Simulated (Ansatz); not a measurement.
Input for Ansatz (plane-wave DFT, PAW):

```yaml
crystal:
  lattice:
    - [0.0, 2.2631112, 2.2631112]
    - [2.2631112, 0.0, 2.2631112]
    - [2.2631112, 2.2631112, 0.0]
  atoms:
    - { symbol: Ti, position: [0.0, 0.0, 0.0] }
    - { symbol: C, position: [0.5, 0.5, 0.5] }
basis:
  ecutwfc: 420
kpoints:
  mp_grid: { grid: [16, 16, 16] }
hamiltonian:
  xc: pbesol
scf:
  occupations: { method: gaussian, width: 0.1 }
output:
  forces: true
  stress: true
  eigenvalues: true
```

It can be run as
```bash
ansatz run input.yaml --threads 1 --pin off --backend cpu --events-out ev --progress --plain --runs-dir out  # memory cap (--max-ram) not shown
```

All numbers below come from DFT PBEsol, scalar-relativistic, plane waves, PAW (Ansatz 0.2.0).

Part of what the program printed, abridged (iterations and final results):

```
SCF iter   1: F=—  HF=-2722.051958 eV  |F-HF|=—  |Δ(HF+E_count)|=         —  Δρ=8.98e-3  dr2=2.04e-2  ethr=1.77e-3  ⟨swp⟩=4.2  Hψ=8629  notcnv=0
SCF iter   2: F=—  HF=-2722.048421 eV  |F-HF|=—  |Δ(HF+E_count)|=   3.54e-3  Δρ=5.65e-3  dr2=9.29e-3  ethr=1.28e-4  ⟨swp⟩=1.4  Hψ=2982  notcnv=0
SCF iter   3: F=—  HF=-2722.046672 eV  |F-HF|=—  |Δ(HF+E_count)|=   1.75e-3  Δρ=4.58e-4  dr2=2.67e-5  ethr=5.81e-5  ⟨swp⟩=2.0  Hψ=2189  notcnv=0
SCF iter   4: F=—  HF=-2722.046663 eV  |F-HF|=—  |Δ(HF+E_count)|=   8.98e-6  Δρ=9.28e-5  dr2=1.31e-6  ethr=1.67e-7  ⟨swp⟩=2.0  Hψ=2899  notcnv=0
SCF iter   5: F=-2722.046664 eV  HF=-2722.046664 eV  |F-HF|=6.86e-9  |Δ(HF+E_count)|=   8.71e-7  Δρ=6.00e-6  dr2=9.69e-9  ethr=8.18e-9  ⟨swp⟩=2.4  Hψ=2175  notcnv=0
SCF iter   6: F=-2722.046664 eV  HF=-2722.046664 eV  |F-HF|=1.08e-10  |Δ(HF+E_count)|=   2.01e-9  Δρ=8.32e-7  dr2=1.52e-10  ethr=6.06e-11  ⟨swp⟩=2.0  Hψ=5228  notcnv=0
SCF 1 converged in 6 iterations: F = -2722.046664 eV  dr2 = 1.52e-10
SCF converged after 6 iterations
Free energy (F): -2722.046664 eV
Harris-Foulkes:  -2722.046664 eV  (|F-HF|=1.08e-10)
Internal energy: -2722.044449 eV  (E = F + TS)
E sigma→0 (E₀):  -2722.045556 eV
Entropy (-TS):   -0.002215 eV (-1.107 meV/atom)
Fermi energy:    12.435327 eV
--- Per-component energies (eV) ---
  E_band       = -146.102047
  E_kinetic    = 353.949610
  E_local      = -853.903173  (includes V_loc(G=0)·N_el)
  E_nonlocal   = 32.811835
  E_hartree    = 337.395894
  E_xc         = -143.790671
  E_vxc        = -180.066157  (∫ρ·V_xc dr)
  E_paw        = -1115.363333  (= ΣΔE_a)
  E_vpaw       = -173.686107  (= ΣTr[D̂ρ^β])
  E_aug_tail   = 0.000113  (compensation charges beyond the density's cutoff)
  E_ewald      = -1333.305209
  E_core_change = 0.160485  (= ΣΔE_core)
  E_smearing   = -0.002215  (= −TS)
--- Forces (eV/Å), atoms counted from 1 ---
  atom   1  Ti     0.00000000     0.00000000     0.00000000
  atom   2  C      0.00000000     0.00000000     0.00000000
--- Stress (GPa, compression-positive) ---
      -30.763006       0.000000       0.000000
        0.000000     -30.763006       0.000000
        0.000000       0.000000     -30.763006
  P = ⅓ Tr σ = -30.7630 GPa (-307.630 kbar)
--- Band table (eV; the first three rows and the last of 145) ---
  k-point 0: bands = ["-44.2365", "-20.4190", "-20.4190", "-20.4190", "0.6837", "13.0532", "13.0532", "13.0532", "13.9064", "13.9064", "13.9826", "13.9826"]
  k-point 1: bands = ["-44.2349", "-20.4311", "-20.4203", "-20.4203", "0.7597", "12.6768", "12.8846", "12.8846", "13.3470", "13.3470", "14.1518", "14.8170"]
  k-point 2: bands = ["-44.2305", "-20.4653", "-20.4237", "-20.4237", "0.9834", "11.8884", "12.2219", "12.2219", "13.4034", "13.4034", "14.3890", "15.7321"]
  k-point 144: bands = ["-44.1822", "-20.6090", "-20.6090", "-20.5296", "3.3255", "9.5420", "9.5420", "10.0252", "14.8155", "14.8155", "15.3708", "16.6042"]
```

The run converged.